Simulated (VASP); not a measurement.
Write the native input for VASP 6.6.1 that does the following.

```
Task                   : relaxation of cell and atoms
Functional             : PBE
Potentials or basis    : VASP PAW PBE potentials, release 64 (Cu)
Cutoff                 : 700 eV
k mesh                 : 20 × 20 × 20
Occupations            : methfessel-paxton, width 0.1 eV
Spin                   : no spin polarisation
Further INCAR settings : ALGO = Fast; EDIFF = 1e-06; IBRION = 2; EDIFFG = -0.005; NSW = 60; ISIF = 3
```

The structure of Cu lies in POSCAR:

```
Cu
1.0
    0.0000000000      1.7850000000      1.7850000000
    1.7850000000      0.0000000000      1.7850000000
    1.7850000000      1.7850000000      0.0000000000
Cu
1
Direct
    0.0000000000      0.0000000000      0.0000000000
```

The cell was built by a generator and needn't be a form met in nature.

These files were run (other wordings do the same):

INCAR

```
  PREC = Accurate
  ENCUT = 700
  EDIFF = 1E-6
  ISMEAR = 1
  SIGMA = 0.1
  LREAL = F
  LASPH = T
  NELM = 120
  ALGO = Fast
  ISIF = 3
  LWAVE = F
  LCHARG = F
  GGA = PE
  IBRION = 2
  NSW = 60
  EDIFFG = -0.005
```

KPOINTS

```
Automatic mesh
0
Gamma
  20 20 20
```

Potentials or basis: VASP PAW PBE potentials, release 64 (Cu).

Launch:

```bash
$ cat potpaw_PBE.64/Cu/POTCAR > POTCAR
$ mpirun -np 1 vasp_std > vasp.out
```

Results of the run:

- Relaxed volume: 12.02 Å³/atom
- Relaxed cell: a = 2.571 Å, b = 2.571 Å, c = 2.571 Å, α = 60.00°, β = 60.00°, γ = 60.00°
- Space group after relaxing (to 0.05 Å): Fm-3m (No. 225)
- Energy gained by relaxing: 15.6 meV/atom
- Ionic steps: 28
- Pressure after relaxing: 0.0 GPa
- Band gap on the k mesh: none (metal or under the smearing width)

It took 2 min on 1 thread of Intel(R) Xeon(R) Platinum 8488C (Sapphire Rapids), with other jobs on the host, peak memory 0.19 GiB.
